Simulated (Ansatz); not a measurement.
**FeO: equation of state with PBE**

FeO:

```
Fe O
1.0
    -1.60210    1.60210    2.08339
     1.60210   -1.60210    2.08339
     1.60210    1.60210   -2.08339
Fe O
1 1
Direct
  0.00000 0.00000 0.00000
  0.50000 0.50000 0.00000
```

The cell comes from a database or a generator and needn't be the stable form of this composition.

```yaml
Program: Ansatz 0.2.0
Task: equation of state
Functional: PBE
Potentials_or_basis: all-electron LAPW, scalar-relativistic
Basis_error_allowed: 0.0005 eV/atom
k_mesh: 12 × 12 × 12
Occupations: fermi-dirac, width 0.05 eV
Spin: collinear spin, ferromagnetic start
Starting_moments: "[3.0, 0.0] μB"
```

| Property | Result |
| --- | --- |
| Equilibrium volume | 10.13 Å³/atom |
| Bulk modulus at fixed shape and positions | 181 GPa |
| Pressure derivative of the bulk modulus | 4.5 |

Energy against volume, from the lowest point:
| volume (Å³/atom) | energy (meV/atom) |
| --- | --- |
| 10.053 | 0.00 |
| 10.267 | 0.81 |
| 10.481 | 6.33 |
| 10.695 | 16.08 |
| 10.909 | 29.59 |
| 11.123 | 46.44 |
| 11.337 | 66.24 |

All runs of the series together: 5.9 min on 2 threads of AMD EPYC 7R43 64-Core Processor (Zen 3), with other jobs on the host.

Caveat: the cell was scaled at fixed shape and fractional positions, which overstates the stiffness of a crystal with free parameters, most of all of layers and chains.
